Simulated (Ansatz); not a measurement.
# CoPtO2 (R-3m) in Ansatz: equation of state

Aim: energy against volume of CoPtO2 in PBEsol, for its equilibrium volume and stiffness.

Everything below comes from runs of Ansatz 0.2.0. Logs are shortened: lines on timing, memory, paths and dates and some standing lists are left out, and cuts for length are marked.

## Step 1: Starting point

It takes space group R-3m (No. 166, trigonal). Conventional cell: a = 2.825 Å, b = 2.825 Å, c = 17.818 Å, α = 90.00°, β = 90.00°, γ = 120.00°. Around Pt (site symmetry -3m) lie 2 O at 2.00 Å. Co (site symmetry -3m) has 6 O at 1.90 Å as nearest neighbours. O (site symmetry 3m) has 3 Co at 1.90 Å and 1 Pt at 2.00 Å as nearest neighbours.

The cell is a database's computed one.

## Step 2: Single point, PBEsol, collinear spin, ferromagnetic start, 9.64 Å³/atom (volume scaled by 0.94)

The input, input.yaml:

```yaml
crystal:
  lattice:
    - [1.3834399927, 0.7987294522, 5.8181430658]
    - [-1.3834399927, 0.7987294522, 5.8181430658]
    - [0.0, -1.5974589044, 5.8181430658]
  atoms:
    - { symbol: Pt, position: [0.0, 0.0, 0.0] }
    - { symbol: Co, position: [0.5, 0.5, 0.5], spin: 2.0 }
    - { symbol: O, position: [0.11224403, 0.11224403, 0.11224403] }
    - { symbol: O, position: [0.88775597, 0.88775597, 0.88775597] }
hamiltonian:
  xc: pbesol
  pseudopotentials: { kind: paw }
magnetization:
  spin_polarized: true
kpoints:
  mp_grid: { grid: [11, 11, 11] }
scf:
  occupations: { method: fermi_dirac, width: 0.05 }
output:
  forces: true
  stress: true
  eigenvalues: true
  write_density: true
  write_potential: true
  elf: true
  volumetric_format: npy
```

Potentials or basis: Ansatz PAW.

Command:

```console
$ ansatz run input.yaml --threads 2 --pin off --max-ram 5632MiB --backend cpu --events-out ev --progress --plain --runs-dir out
```

Log:

```text
Warning: RAYON_NUM_THREADS=2 ignored (pool sized by the plan → 2); use --threads N
basis.fft_grid_basis auto: the FFT boxes are laid along the combinations [[1, -1, 0], [0, 1, 0], [0, -1, 1]] of the cell's own vectors, 2.767, 6.033 and 2.767 Å long. The dense box has 20×45×20 points. Along the cell's own vectors, as sized, it would have 45×45×45, 5.06 times as many. Of the 12 symmetry operations that the crystal satisfies within crystal.symmetry.tolerance (time reversal apart; of a slab, those that keep its plane) the dense box along the cell's own vectors carries 12, and the one as laid loses 8 of those. basis.fft_grid_basis: typed keeps the cell's own vectors: state it where this run's energies or levels are differenced outside the engine with another run's, or held beside a run that keeps those vectors. Those combinations have planes normal to reciprocal vector 3, as the cell's own vectors have. Each planar average written beside output.write_density, output.write_potential has a row for each plane of the box: 20. The volumetric files lie along those combinations, not along the cell's own vectors: a cube or XSF file states them, and fields.json those of NumPy files.
Engine: ansatz 0.2.0, x86_64-unknown-linux-gnu
Pseudopotentials: kind: paw
Pseudopotential: Pt, paw, valence charge 18, recommended cutoff 420 eV (normal), Pt.paw.azcp
Pseudopotential: Co, paw, valence charge 17, recommended cutoff 420 eV (normal), Co.paw.azcp
Pseudopotential: O, paw, valence charge 6, recommended cutoff 420 eV (normal), O.paw.azcp
Functional definition: PBEsol
  exchange = pbesol_x
  correlation = pbesol_c
Crystal: 4 atoms, lattice volume = 38.574 Å³
Basis set: ecut = 420 eV, 739 PW (Γ), FFT grids on a1−a2, a2, −a2+a3, exchange–correlation on 40×90×40 points (8 copies of the dense FFT grid, shifted against one another)
Bands: 30, of which v1, the nominal top of the filled ones, is band 24 counted from 1 (23 counted from 0)
Symmetry: 12 space group operations
Space group: R-3m (ITA 166), of the structure as read, at distance tolerance 3.4e-5 Å
Magnetic group: BNS 166.97 (UNI 1327), of the structure as read, at distance tolerance 3.4e-5 Å
k-points: 146 of 1331
Non-local potential: Pt, projectors of the file, l = 0: 3, l = 1: 2, l = 2: 2, l = 3: 1
Non-local potential: Co, projectors of the file, l = 0: 3, l = 1: 2, l = 2: 3, l = 3: 1
Non-local potential: O, projectors of the file, l = 0: 2, l = 1: 2, l = 2: 1
PAW form: soft (Blöchl's): semilocal exchange-correlation on the pseudo side does not see the compensation charge
PAW frozen core: Pt, regenerated for the run's functional, and the local potential with it (the file was generated under x = pbe(κ = 0.804, μ = 0.2195149727645171), c = pbe(β = 0.06672455060314922))
PAW frozen core: Co, regenerated for the run's functional, and the local potential with it (the file was generated under x = pbe(κ = 0.804, μ = 0.2195149727645171), c = pbe(β = 0.06672455060314922))
PAW frozen core: O, regenerated for the run's functional, and the local potential with it (the file was generated under x = pbe(κ = 0.804, μ = 0.2195149727645171), c = pbe(β = 0.06672455060314922))
PAW one-centre angular grid: Pt, 590 points (default); XC on 64 Gauss nodes
PAW one-centre angular grid: Co, 590 points (default); XC on 64 Gauss nodes
PAW one-centre angular grid: O, 110 points (default); XC on 64 Gauss nodes
Initial density: superposition of atomic densities (chi_scale 0.1, normalization cell, long waves kept (reshape's long-wave potential 0.26 eV rms))
Starting moments: Σ|m| = 2 μB on 1 of 4 sites
Initial wavefunctions: pseudopotential atomic-orbital guess
Functional: x = pbesol(κ = 0.804, μ = 0.12345679012345678), c = pbesol(β = 0.046)
SCF iter   1: F=—  HF=-18595.299079 eV  |F-HF|=—  |Δ(HF+E_count)|=         —  Δρ=1.87e-1 (↑1.15e-1 ↓1.87e-1)  dr2=4.34e0  dr2_m=6.87e0  M=0.000 μB ∫|m|=0.203 μB  β_m=0.30  ethr=3.10e-3  ⟨swp⟩=5.6  Hψ=31740  notcnv=0
Mixer restart at iter 1: flushing history
preconditioner: auto → none  [insulator: Δε(μ)=0.339 eV  Ē_g=12.301 eV  σ=0.050 eV  W_gap=0.90  n_scr=16 (ndim 8)  ℏωp=33.3 eV  f_vac=0.000  D(μ)=0.16/eV (n_scr^D=0)  ε∞_Penn≈8.3]
SCF iter   2: F=—  HF=-18596.963437 eV  |F-HF|=—  |Δ(HF+E_count)|=    1.66e0  Δρ=1.31e-1 (↑1.31e-1 ↓7.98e-2)  dr2=1.52e0  dr2_m=3.40e0  M=0.025 μB ∫|m|=0.175 μB  β_m=0.42  ethr=3.10e-3  ⟨swp⟩=3.0  Hψ=20148  notcnv=0  defer=307
[... 8 lines left out ...]
SCF iter  11: F=—  HF=-18596.967834 eV  |F-HF|=—  |Δ(HF+E_count)|=   1.47e-7  Δρ=1.98e-5 (↑1.98e-5 ↓6.74e-6)  dr2=2.31e-7  dr2_m=4.85e-8  M=-0.000 μB ∫|m|=0.000 μB  β_m=0.86  ethr=4.51e-9  ⟨swp⟩=1.0  Hψ=8765  notcnv=0  defer=278
SCF iter  12: F=—  HF=-18596.967834 eV  |F-HF|=—  |Δ(HF+E_count)|=   1.17e-8  Δρ=3.38e-6 (↑3.38e-6 ↓2.93e-6)  dr2=1.26e-8  dr2_m=1.80e-10  M=-0.000 μB ∫|m|=0.000 μB  β_m=0.75  ethr=4.91e-10  ⟨swp⟩=2.0  Hψ=11411  notcnv=0  defer=278
SCF iter  13: F=-18596.967834 eV  HF=-18596.967834 eV  |F-HF|=3.02e-9  |Δ(HF+E_count)|=   1.18e-9  Δρ=1.27e-6 (↑1.12e-6 ↓1.27e-6)  dr2=3.25e-9  dr2_m=3.11e-11  M=0.000 μB ∫|m|=0.000 μB  ethr=2.67e-11  ⟨swp⟩=9.2  Hψ=52757  notcnv=0
SCF 1 converged in 13 iterations: F = -18596.967834 eV  dr2 = 3.25e-9
WARN: the starting moments were not kept: the SCF closed with an absolute magnetisation of 5.3e-6 μB, where they sum to 2 μB in size (1 site). That is at most 0.1 of that sum. Measured as dr2_m measures the in/out step, that magnetisation stands 7.8e-12 eV from none, at or under the dr2_threshold of 1.0e-7 eV: it is no larger than a step whose dr2_m would equal this threshold. The system may hold no moment; this SCF shows only that its start led to no more than that. To try another start: raise the starting moments (crystal.atoms[].spin, magnetization.per_species, magnetization.initial_magnetization, or on a non-collinear deck that types none of these the spinor_matrix: blocks that start its atoms; where the total moment is fixed, keep their sum and leave initial_magnetization as it is; typed ones take the place of any that the run laid by itself, positive ones on a crystal's lanthanoids without a Hubbard term where scf.initial_density.shell_occupations: [] is typed) or, if the notice of its spin-set hold's release reads "site moments contracting" or "site moments show no strong build", lengthen the hold (scf.mixing.spin_hold: { on: { confirm: 4 } }; for m-r²SCAN on two components see the key's manual first). Each may lead to a state that holds a moment. A second SCF, from the converged charge density, with the starting moments and any scf.initial_density.shell_occupations laid on it anew, would have followed, and was not run: the deck does not ask for one (magnetization.retry_lost_moments is false, the default). To let it run, set magnetization.retry_lost_moments: true and run the deck again, where that key's refused combinations let it; where memory then withholds it, that run's warning says so.
SCF converged after 13 iterations
Magnetization: 0.0000 μB (23.5000 up, 23.5000 down)
Absolute magnetization: 0.0000 μB (∫|ρ↑−ρ↓|, with the PAW one-centre terms)
Spin contamination: 0.0000 ħ² per cell (⟨S²⟩ above its minimum at these occupations)
Per-site moments (μB) at R_I (Å): [(-1.630540627427596e-7, 0.8081516332171595), (8.742290378047258e-7, 0.766652692519465), (-9.470409474942467e-7, 0.766652692519465), (-9.470409475431322e-7, 0.7666526925194651)]
Free energy (F): -18596.967834 eV
Harris-Foulkes:  -18596.967834 eV  (|F-HF|=3.02e-9)
Internal energy: -18596.965291 eV  (E = F + TS)
E sigma→0 (E₀):  -18596.966563 eV
Entropy (-TS):   -0.002542 eV (-0.636 meV/atom)
Fermi energy:    18.071712 eV
--- Per-component energies (eV) ---
  E_band       = -420.977948
  E_kinetic    = 1444.155548
  E_local      = -5512.587387  (includes V_loc(G=0)·N_el)
  E_nonlocal   = 758.212601
  E_hartree    = 2215.123323
  E_xc         = -563.830778
  E_vxc        = -694.144232  (∫ρ·V_xc dr)
  E_paw        = -11102.705174  (= ΣΔE_a)
  E_vpaw       = -846.866537  (= ΣTr[D̂ρ^β])
  E_aug_tail   = 0.004922  (compensation charges beyond the density's cutoff)
  E_ewald      = -5835.884321
  E_core_change = 0.545976  (= ΣΔE_core)
  E_smearing   = -0.002542  (= −TS)
  E_closure    = -0.000000  (closes the sum)
  Σ components = -18596.967834   (vs F -18596.967834, Δ=0.00e0)
--- Forces (eV/Å), atoms counted from 1 ---
  atom   1  Pt    -0.00000000     0.00000000     0.00000000
  atom   2  Co     0.00000000     0.00000000     0.00000000
  atom   3  O      0.00000000    -0.00000000    -0.13656952
  atom   4  O     -0.00000000     0.00000000     0.13656952
  max |Σ_I F_I| component: 5.55e-17 eV/Å
--- Stress (GPa, compression-positive) ---
       12.711090       0.000000      -0.000000
        0.000000      12.711090       0.000000
       -0.000000       0.000000      15.534912
  P = ⅓ Tr σ = 13.6524 GPa (136.524 kbar)
--- Band table (eV; the first three rows and the last of 292) ---
[... 4 lines left out ...]
```

Wall time 18 s (2 threads of Intel Xeon Platinum 8259CL at 2.50GHz (Skylake/Cascade Lake), shared host); peak memory 0.6 GiB.

What came out:

```
Free energy            : -18596.9678 eV
Pressure               : 13.7 GPa
Largest force          : 0.137 eV/Å
Band gap on the k mesh : none (metal or under the smearing width)
Net moment             : 0.00 μB per cell
Absolute moment        : 0.00 μB per cell
```

Caveat: the starting moments collapsed, and a magnetic state may lie lower; the pressure holds a Pulay correction of +0.8 GPa for the finite cutoff; semilocal functionals often make such compounds metallic where correlation or magnetic order opens a gap, which also shifts bond lengths; the PAW data sets come from PBE, with cores solved anew for the run's functional, which leaves a small shift of forces and pressure; the starting moments weren't kept.

## Step 3: Single point, PBEsol, collinear spin, ferromagnetic start, 9.85 Å³/atom (volume scaled by 0.96)

input.yaml, as its differences from that of step 2:

```diff
@@ -2,5 +2,5 @@
   lattice:
-    - [1.3834399927, 0.7987294522, 5.8181430658]
-    - [-1.3834399927, 0.7987294522, 5.8181430658]
-    - [0.0, -1.5974589044, 5.8181430658]
+    - [1.3931828489, 0.8043544928, 5.8591172543]
+    - [-1.3931828489, 0.8043544928, 5.8591172543]
+    - [0.0, -1.6087089856, 5.8591172543]
   atoms:
@@ -23,5 +23 @@
   eigenvalues: true
-  write_density: true
-  write_potential: true
-  elf: true
-  volumetric_format: npy
```

Potentials or basis: Ansatz PAW.

Command:

```console
$ ansatz run input.yaml --threads 2 --pin off --max-ram 5632MiB --backend cpu --events-out ev --progress --plain --runs-dir out
```

Wall time 15 s (2 threads of Intel Xeon Platinum 8259CL at 2.50GHz (Skylake/Cascade Lake), shared host); peak memory 0.6 GiB.

Results (log left out):

| Item | Value |
| --- | --- |
| Free energy | -18597.0198 eV |
| Pressure | 6.8 GPa |
| Largest force | 0.094 eV/Å |
| Band gap on the k mesh | none (metal or under the smearing width) |
| Net moment | 0.00 μB per cell |
| Absolute moment | 0.00 μB per cell |

Caveat: the starting moments collapsed, and a magnetic state may lie lower; the pressure holds a Pulay correction of +0.8 GPa for the finite cutoff; semilocal functionals often make such compounds metallic where correlation or magnetic order opens a gap, which also shifts bond lengths; the PAW data sets come from PBE, with cores solved anew for the run's functional, which leaves a small shift of forces and pressure; the starting moments weren't kept.

## Step 4: Single point, PBEsol, collinear spin, ferromagnetic start, 10.05 Å³/atom (volume scaled by 0.98)

input.yaml, as its differences from that of step 3:

```diff
@@ -2,5 +2,5 @@
   lattice:
-    - [1.3931828489, 0.8043544928, 5.8591172543]
-    - [-1.3931828489, 0.8043544928, 5.8591172543]
-    - [0.0, -1.6087089856, 5.8591172543]
+    - [1.4027913101, 0.8099019405, 5.8995262364]
+    - [-1.4027913101, 0.8099019405, 5.8995262364]
+    - [0.0, -1.619803881, 5.8995262364]
   atoms:
```

Command:

```console
$ ansatz run input.yaml --threads 2 --pin off --max-ram 5632MiB --backend cpu --events-out ev --progress --plain --runs-dir out
```

Wall time 15 s (2 threads of Intel Xeon Platinum 8259CL at 2.50GHz (Skylake/Cascade Lake), shared host); peak memory 0.59 GiB.

It converged, with:

* Free energy: -18597.0388 eV
* Pressure: 0.7 GPa
* Largest force: 0.052 eV/Å
* Band gap on the k mesh: none (metal or under the smearing width)
* Net moment: 0.00 μB per cell
* Absolute moment: 0.00 μB per cell

Caveat: the starting moments collapsed, and a magnetic state may lie lower; the pressure holds a Pulay correction of +0.8 GPa for the finite cutoff; semilocal functionals often make such compounds metallic where correlation or magnetic order opens a gap, which also shifts bond lengths; the PAW data sets come from PBE, with cores solved anew for the run's functional, which leaves a small shift of forces and pressure; the starting moments weren't kept.

## Step 5: Single point, PBEsol, collinear spin, ferromagnetic start, 10.26 Å³/atom

input.yaml, as its differences from that of step 4:

```diff
@@ -2,5 +2,5 @@
   lattice:
-    - [1.4027913101, 0.8099019405, 5.8995262364]
-    - [-1.4027913101, 0.8099019405, 5.8995262364]
-    - [0.0, -1.619803881, 5.8995262364]
+    - [1.4122699173, 0.8153744169, 5.9393891094]
+    - [-1.4122699173, 0.8153744169, 5.9393891094]
+    - [0.0, -1.6307488338, 5.9393891094]
   atoms:
```

Command:

```console
$ ansatz run input.yaml --threads 2 --pin off --max-ram 5632MiB --backend cpu --events-out ev --progress --plain --runs-dir out
```

Wall time 15 s (2 threads of Intel Xeon Platinum 8259CL at 2.50GHz (Skylake/Cascade Lake), shared host); peak memory 0.61 GiB.

It converged, with:

* Free energy: -18597.0284 eV
* Pressure: -4.7 GPa
* Largest force: 0.012 eV/Å
* Band gap on the k mesh: none (metal or under the smearing width)
* Net moment: 0.00 μB per cell
* Absolute moment: 0.00 μB per cell

Caveat: the starting moments collapsed, and a magnetic state may lie lower; the pressure holds a Pulay correction of +0.7 GPa for the finite cutoff; semilocal functionals often make such compounds metallic where correlation or magnetic order opens a gap, which also shifts bond lengths; the PAW data sets come from PBE, with cores solved anew for the run's functional, which leaves a small shift of forces and pressure; the starting moments weren't kept.

## Step 6: Single point, PBEsol, collinear spin, ferromagnetic start, 10.46 Å³/atom (volume scaled by 1.02)

input.yaml, as its differences from that of step 5:

```diff
@@ -2,5 +2,5 @@
   lattice:
-    - [1.4122699173, 0.8153744169, 5.9393891094]
-    - [-1.4122699173, 0.8153744169, 5.9393891094]
-    - [0.0, -1.6307488338, 5.9393891094]
+    - [1.4216229708, 0.8207744048, 5.9787239584]
+    - [-1.4216229708, 0.8207744048, 5.9787239584]
+    - [0.0, -1.6415488097, 5.9787239584]
   atoms:
@@ -23 +23,5 @@
   eigenvalues: true
+  write_density: true
+  write_potential: true
+  elf: true
+  volumetric_format: npy
```

Potentials or basis: Ansatz PAW.

Command:

```console
$ ansatz run input.yaml --threads 2 --pin off --max-ram 5632MiB --backend cpu --events-out ev --progress --plain --runs-dir out
```

It took 20 s on 2 threads of Intel Xeon Platinum 8259CL at 2.50GHz (Skylake/Cascade Lake), shared host; peak memory 0.61 GiB.

Results (log left out):

| Item | Value |
| --- | --- |
| Free energy | -18596.9920 eV |
| Pressure | -9.5 GPa |
| Largest force | 0.027 eV/Å |
| Band gap on the k mesh | none (metal or under the smearing width) |
| Net moment | 0.00 μB per cell |
| Absolute moment | 0.00 μB per cell |

Caveat: the starting moments collapsed, and a magnetic state may lie lower; the pressure holds a Pulay correction of +0.7 GPa for the finite cutoff; semilocal functionals often make such compounds metallic where correlation or magnetic order opens a gap, which also shifts bond lengths; the PAW data sets come from PBE, with cores solved anew for the run's functional, which leaves a small shift of forces and pressure; the starting moments weren't kept.

## Step 7: Single point, PBEsol, collinear spin, ferromagnetic start, 10.67 Å³/atom (volume scaled by 1.04)

input.yaml, as its differences from that of step 6:

```diff
@@ -2,5 +2,5 @@
   lattice:
-    - [1.4216229708, 0.8207744048, 5.9787239584]
-    - [-1.4216229708, 0.8207744048, 5.9787239584]
-    - [0.0, -1.6415488097, 5.9787239584]
+    - [1.4308545474, 0.8261042581, 6.0175479291]
+    - [-1.4308545474, 0.8261042581, 6.0175479291]
+    - [0.0, -1.6522085162, 6.0175479291]
   atoms:
@@ -23,5 +23 @@
   eigenvalues: true
-  write_density: true
-  write_potential: true
-  elf: true
-  volumetric_format: npy
```

Command:

```console
$ ansatz run input.yaml --threads 2 --pin off --max-ram 5632MiB --backend cpu --events-out ev --progress --plain --runs-dir out
```

It took 16 s on 2 threads of Intel Xeon Platinum 8259CL at 2.50GHz (Skylake/Cascade Lake), shared host; peak memory 0.61 GiB.

Results (log left out):

* Free energy: -18596.9325 eV
* Pressure: -13.7 GPa
* Largest force: 0.064 eV/Å
* Band gap on the k mesh: none (metal or under the smearing width)
* Net moment: 0.00 μB per cell
* Absolute moment: 0.00 μB per cell

Caveat: the starting moments collapsed, and a magnetic state may lie lower; the pressure holds a Pulay correction of +0.7 GPa for the finite cutoff; semilocal functionals often make such compounds metallic where correlation or magnetic order opens a gap, which also shifts bond lengths; the PAW data sets come from PBE, with cores solved anew for the run's functional, which leaves a small shift of forces and pressure; the starting moments weren't kept.

## Step 8: Single point, PBEsol, collinear spin, ferromagnetic start, 10.87 Å³/atom (volume scaled by 1.06)

input.yaml, as its differences from that of step 7:

```diff
@@ -2,5 +2,5 @@
   lattice:
-    - [1.4308545474, 0.8261042581, 6.0175479291]
-    - [-1.4308545474, 0.8261042581, 6.0175479291]
-    - [0.0, -1.6522085162, 6.0175479291]
+    - [1.4399685164, 0.8313662105, 6.0558772933]
+    - [-1.4399685164, 0.8313662105, 6.0558772933]
+    - [0.0, -1.6627324211, 6.0558772933]
   atoms:
```

Command:

```console
$ ansatz run input.yaml --threads 2 --pin off --max-ram 5632MiB --backend cpu --events-out ev --progress --plain --runs-dir out
```

It took 17 s on 2 threads of Intel Xeon Platinum 8259CL at 2.50GHz (Skylake/Cascade Lake), shared host; peak memory 0.62 GiB.

The run converged. Its results:

- Free energy: -18596.8525 eV
- Pressure: -17.4 GPa
- Largest force: 0.100 eV/Å
- Band gap on the k mesh: none (metal or under the smearing width)
- Net moment: 0.00 μB per cell
- Absolute moment: 0.00 μB per cell

Caveat: the starting moments collapsed, and a magnetic state may lie lower; the pressure holds a Pulay correction of +0.7 GPa for the finite cutoff; semilocal functionals often make such compounds metallic where correlation or magnetic order opens a gap, which also shifts bond lengths; the PAW data sets come from PBE, with cores solved anew for the run's functional, which leaves a small shift of forces and pressure; the starting moments weren't kept.

## Step 9: Equation of state, PBEsol, collinear spin, ferromagnetic start

Potentials or basis: Ansatz PAW.

No new run: the results of the series are fitted here.

Results:

```yaml
Equilibrium_volume: 10.08 Å³/atom
Bulk_modulus_at_fixed_shape_and_positions: 277 GPa
Pressure_derivative_of_the_bulk_modulus: 4.9
```

Energy against volume, from the lowest point:
| volume (Å³/atom) | energy (meV/atom) |
| --- | --- |
| 9.644 | 17.74 |
| 9.849 | 4.74 |
| 10.054 | 0.00 |
| 10.259 | 2.60 |
| 10.464 | 11.70 |
| 10.669 | 26.57 |
| 10.875 | 46.57 |

Caveat: the cell was scaled at fixed shape and fractional positions, which overstates the stiffness of a crystal with free parameters, most of all of layers and chains.
